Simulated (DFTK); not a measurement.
Here is a DFTK 0.8.2 calculation.

File run.jl:

```julia
using DFTK
using PseudoPotentialData
using Unitful, UnitfulAtomic
using LinearAlgebra, Printf
using AtomsBase
include("save.jl")
disable_threading()

cell = [[0.0, 3.3, 3.3],
        [3.3, 0.0, 3.3],
        [3.3, 3.3, 0.0]]u"Å"
system = periodic_system([:Br => [0.5, 0.5, 0.5],
                          :K => [0.0, 0.0, 0.0]],
                         cell; fractional=true)
lattice   = austrip.(hcat(cell_vectors(system)...))
symbols   = atomic_symbol(system, :) .|> Symbol
positions = [lattice \ austrip.(position(system, i)) for i in 1:length(system)]
pseudopotentials = Dict(:Br => "Br.upf", :K => "K.upf")
elements = Dict(s => ElementPsp(s, pseudopotentials; rcut=10.0) for s in unique(symbols))
atoms    = [elements[s] for s in symbols]

build_model(lattice, positions; symmetries=true) =
    model_DFT(lattice, atoms, positions;
              functionals=r2SCAN(),
              temperature=austrip(0.05u"eV"),
              smearing=Smearing.FermiDirac(),
              symmetries)
Ecut  = 46.0  # hartree
kgrid = [4, 4, 4]
tol   = 1e-6
to_GPa = ustrip(uconvert(u"GPa", 1u"hartree/bohr^3"))

results["points"] = []
for scale in [0.94, 0.96, 0.98, 1.0, 1.02, 1.04, 1.06]
    println("\n=== scale = ", scale)
    model = build_model(cbrt(scale) * lattice, positions)
    basis = PlaneWaveBasis(model; Ecut, kgrid)
    t0 = time()
    scfres = self_consistent_field(basis;
                                   tol,
                                   nbandsalg=AdaptiveBands(model; n_bands_converge=13),
                                   solver=ScfAndersonSolver())
    seconds = time() - t0
    @printf "SCF: %d iterations, %.1f s\n" scfres.n_iter seconds
    forces = compute_forces_cart(scfres)
    stress = compute_stresses_cart(scfres)
    @printf "V = %.5f Å^3  F = %.8f Ha  max force = %.5f eV/Å  p = %.4f GPa\n" ustrip(auconvert(u"Å^3", model.unit_cell_volume)) scfres.energies.total ustrip(auconvert(u"eV/Å", maximum(norm, forces))) (-tr(stress) / 3 * to_GPa)
    push!(results["points"], save_scf!(scfres; forces, stress, d=Dict{String,Any}("seconds" => seconds, "n_matvec" => get(scfres, :n_matvec, 0))))
end

# third-order Birch-Murnaghan fit in x = V^(-2/3)
V = [0.94, 0.96, 0.98, 1.0, 1.02, 1.04, 1.06] * abs(det(lattice))
E = [p["total"] for p in results["points"]]
x = V .^ (-2 / 3)
c = [x .^ 0 x x .^ 2 x .^ 3] \ E
Δ = c[3]^2 - 3c[2] * c[4]
if Δ > 0
    x0 = (-c[3] + sqrt(Δ)) / 3c[4]
    B0 = 4 / 9 * x0^(7 / 2) * (2c[3] + 6c[4] * x0)
    @printf "V0 = %.4f Å^3  B0 = %.2f GPa\n" ustrip(auconvert(u"Å^3", x0^(-3 / 2))) B0 * to_GPa
end
```

Potentials or basis: in-house norm-conserving set (r2SCAN, scalar relativistic).

The run is started by

```console
$ julia --threads=1 run.jl  # save.jl only writes the numbers to a file and isn't shown; printed stress counts tension as positive; times include loading and compiling
```

**Question.** What does it give for the equilibrium volume?

**Answer.** 36.03 Å³/atom.

**Question.** Estimate the bulk modulus.

**Answer.** 15.8 GPa.

**Question.** What does it give for the pressure derivative of the bulk modulus?

**Answer.** 5.1.

Energy against volume, from the lowest point:
```
volume (Å³/atom)  energy (meV/atom)
          33.781               7.91
          34.500               3.51
          35.218               0.94
          35.937               0.00
          36.656               0.50
          37.374               2.28
          38.093               5.19
```

Caveat: the k mesh is coarse (spacing up to 0.41 Å⁻¹), so the values aren't converged; the program warned that the kinetic-energy density falls under its von Weizsäcker bound, which can give unphysical results.
